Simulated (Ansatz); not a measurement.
# Structures of AlN: which is lowest?

Plane-wave DFT in Ansatz with scalar-relativistic PAW potentials, cutoff 500 eV, Γ-centred meshes chosen by cell and gap, Gaussian smearing with energies taken to zero width. Every cell was relaxed (cell and atoms) in a run of its own, within the symmetry of its start. Functional: r2SCAN.

Relaxed structures (starts from databases or built by putting these elements on another compound's sites):
A. P6_3mc, 4 atoms in the computed cell, a = 3.107 Å, c = 4.979 Å; sites (symmetry × multiplicity) Al 3m. × 2, N 3m. × 2; start: database
B. P6_3/mmc, 4 atoms in the computed cell, a = 3.292 Å, c = 4.137 Å; sites (symmetry × multiplicity) Al -6m2 × 2, N -6m2 × 2; start: built
C. Cmcm, 4 atoms in the computed cell, a = 2.739 Å, b = 11.432 Å, c = 2.747 Å; sites (symmetry × multiplicity) Al m2m × 4, N m2m × 4; start: built
D. F-43m, 2 atoms in the computed cell, a = 4.370 Å; sites (symmetry × multiplicity) Al -43m × 4, N -43m × 4; start: database
E. Fm-3m, 2 atoms in the computed cell, a = 4.038 Å; sites (symmetry × multiplicity) Al m-3m × 4, N m-3m × 4; start: built

**Question.** Rank them by energy. Could pressure change the order?

**Answer.**
| structure | group | E − E(lowest) (meV/atom) | V (Å³/atom) | gap on mesh (eV) |
| --- | --- | --- | --- | --- |
| A | P6_3mc | 0.0 | 10.40 | 4.88 |
| D | F-43m | 24.0 | 10.43 | 3.94 |
| B | P6_3/mmc | 112 | 9.71 | 4.03 |
| E | Fm-3m | 168 | 8.23 | 5.52 |
| C | Cmcm | 476 | 10.75 | 3.38 |

A is lowest, 24 meV/atom under D. E is denser by 2.17 Å³/atom, so pressure favours it: ΔE/ΔV, with ΔE in eV and 1 eV/Å³ = 160.2 GPa, gives about 12 GPa for equal enthalpy if both cells were rigid, a rough figure since the two compress differently. Other structures may lie lower than all of these, and vibrations aren't counted.